Q: Tungsten atoms sit in a cube of eight neighbours. In a ligand-field picture such a cube pushes up the three d orbitals that lean towards its corners and leaves the other two lower. Do the levels of the metal follow that rule?

Kohn–Sham levels of bcc tungsten (one-atom primitive cell, nearest neighbours at 2.741 Å), computed with exciting sodium: LDA, all-electron LAPW+lo, rgkmax 9, no spin polarisation or spin–orbit coupling. The k mesh is 12×12×12, with Fermi–Dirac smearing of 0.05 eV. Levels are relative to the Fermi energy; points are in fractions of the reciprocal cell vectors.

```
point a (reciprocal cell vector)  point b (reciprocal cell vector)  point c (reciprocal cell vector)  level point (row)  level under 4 (eV)  level under 3 (eV)  level under 2 (eV)  level under 1 (eV)  level over 1 (eV)  level over 2 (eV)
                          0.0000                            0.0000                            0.0000                  1              -9.544              -1.212              -1.212              -1.212              2.231              2.231
                          0.5000                            0.0000                            0.0000                  2             -28.243             -28.218              -6.218              -3.533              0.884              2.128
                          0.0833                            0.0833                            0.0833                  3             -28.199              -7.727              -2.132              -2.132              1.100              1.973
                          0.1667                            0.1667                            0.1667                  4             -28.220              -4.098              -3.301              -3.301              2.771              2.771
                          0.5833                            0.5833                            0.2500                  5             -28.237              -4.556              -4.556              -0.863              3.529              3.529
                          0.5833                            0.4167                            0.4167                  6             -28.237             -28.237              -5.447              -5.284              3.214              3.214
                          0.5000                            0.5000                            0.5000                  7             -28.236             -28.236              -5.797              -5.797              5.197              5.197
```

A: Look at H first, the point (0.5, 0.5, 0.5), and then at Γ, the point (0, 0, 0). The columns count levels down and up from the Fermi energy at each point, so one column isn't one band. Levels near −28 eV are the 4f shell and can be left aside.

Q: At H a pair lies at −5.80 eV and the next level is at 5.20 eV. That is my rule: pair below, triplet above. But at Γ three equal levels lie at −1.21 eV, with a pair above them at 2.23 eV. The order has turned over.

A: And a field that sits on each atom can't do that, because it is the same for every electron wave in the crystal. What changes from Γ to H is the phase of the wave from one atom to the next. At Γ all atoms carry the same phase, so the triplet's lobes meet those of the eight nearest neighbours with equal sign and bond, while the pair is antibonding. At H all eight neighbours have the opposite sign, and bonding and antibonding change places.

Q: How do you know that the level at 5.20 eV is the triplet?

A: The table stops at two levels above the Fermi energy, so it can't show the third. Symmetry allows a triplet there, and the numbers fit one made of d orbitals. With the usual ratios, given below, hopping between d orbitals moves triplet and pair in opposite directions and leaves the mean of all five levels in place. From Γ to H the pair falls by 8.0 eV and the triplet rises by 6.4 eV, yet their weighted mean moves by only 0.6 eV.

Q: If only a sign changes, the splitting should be equally large at both points. It is 3.44 eV at Γ and 10.99 eV at H.

A: So something favours the pair at both points. It could be your fixed field after all, added to the hopping. Or it could be the six second neighbours, which lie along the cube axes, where the pair's lobes point. They have the same phase at Γ and at H, so they lower the pair both times.

Q: Can you estimate the second effect?

A: Yes, with the usual ratios for hopping between d orbitals: σ = −6 for lobes meeting head-on, π = 4 and δ = −1 for the two sideways contacts. The strength falls as the fifth power of distance, which leaves (√3/2)⁵ = 0.487 for the second shell. Pair less triplet at Γ is then, shell by shell:

first: 8 × [(2π/3 + δ/3) − (σ/3 + 2π/9 + 4δ/9)] = 31.11

second: 0.487 × [(3σ + 3δ) − (4π + 2δ)] = −17.05

At H only the first term changes sign:

Γ: 31.11 − 17.05 = 14.06

H: −31.11 − 17.05 = −48.16

The ratio of the two sizes, 3.4, needs no energy scale; the table has 3.2. With a scale of 0.236 eV, fitted to five points including these two, the splittings become 3.3 and −11.4 eV.

Q: A fixed field with a suitable strength would match those two points as well.

A: It would, so the decision has to come from between them. Take the straight line from (0, 0, 0) to (0.5, 0.5, 0.5). Halfway along it lies P, where the second neighbours have the opposite phase. Their effect must therefore change sign on the way, whereas a fixed field stays as it is. On this line one member of the triplet splits off and the other two mix with the pair, so two pairs are left to compare; both models include this mixing. At (0.1667, 0.1667, 0.1667), two thirds of the way to P, the sign has already changed: second neighbours should widen the splitting there, and a field should narrow it.

Q: There I find pairs at −3.30 and 2.77 eV, so 6.07 eV apart.

A: Two shells of hopping give 5.6 eV, and one shell with a fixed field gives 3.5 eV. Both were fitted to the same five points, the field being kept weak enough to leave the triplet lowest at Γ. Four of them lie on the line itself, and (0.5833, 0.5833, 0.25) is equivalent by symmetry to a fifth. The field version has one more adjustable constant, yet its typical error is 1.4 eV against 0.3 eV. A small field beside the hopping remains possible, and freer hopping ratios would let the field version fit better. With the usual ratios, though, these points speak against a field as the main reason for the unequal splittings. The output below compares both versions point by point.

Q: Does the hopping model hold away from that line?

A: Less well. At (0.5833, 0.4167, 0.4167), which was not in the fit, the lower pair is slightly split. From its middle to the upper pair the model gives 9.5 eV where the calculation has 8.6 eV, 11% too much. The model leaves out mixing with s and p orbitals, which I suspect is the reason. This point doesn't separate the two versions, since the field version is also too high.

Q: What should I carry over to another metal?

A: Ask which neighbours an orbital points at, and what phase they have at the chosen point. Molybdenum has the same structure and number of valence electrons, and its bands show the same reversal. In real tungsten, spin–orbit coupling, left out here, would split the triplet at Γ by some tenths of an eV, too little to undo the reversal. And don't read these splittings as band gaps: bands cross the Fermi energy between the points, and tungsten is a metal.

Numerical output:

```
fit of pairsep on 5 rows (online > 0): coefficient of hopsep 0.2359 +/- 0.0047; rms 0.282, worst 0.1667 -0.469, leave-one-out rms 0.43
  rows outside the fit (model, value, miss): 0.5 0, 0, 0; 0.5833 9.517, 8.579, 0.937
fit of pairsep on 5 rows (online > 0): coefficient of used*sqrt((near - s)**2 + 4*mix**2) 0.2431 +/- 0.028, s 12.92; rms 1.38, worst 0.1667 -2.59, leave-one-out rms 2.16
  rows outside the fit (model, value, miss): 0.5 0, 0, 0; 0.5833 9.69, 8.579, 1.11
separation of the two pairs in eV (N not modelled):
     row  computed  two shells of hopping  one shell and fixed field  eg share of lower pair in hopping model in percent
     0.0     3.443                  3.317                      4.423                                                   0
     0.5         0                      0                          0                                                   0
  0.0833     4.105                  4.139                      3.358                                               5.743
  0.1667     6.072                  5.603                      3.485                                               9.831
  0.5833     8.085                  7.924                      9.205                                                98.5
  0.5833     8.579                  9.517                       9.69                                                 100
     0.5     10.99                  11.36                       10.7                                                 100
pair less triplet at Gamma, eV: 3.443
pair less triplet at H, eV: -10.99
part of this splitting that changes sign from Gamma to H, eV: 7.218
part that stays the same, eV: -3.776
same part from second neighbours in the hopping model, eV: -4.022
size of splitting at H over that at Gamma, table: 3.193
the same ratio in the hopping model, no fitted constant: 3.425
shift of triplet from Gamma to H, eV: 6.409
shift of pair from Gamma to H, eV: -8.028
weighted mean of the five d levels at Gamma, eV: 0.1652
weighted mean of the five d levels at H, eV: 0.7994
miss of hopping model at row 6, not fitted, percent: 10.92
```
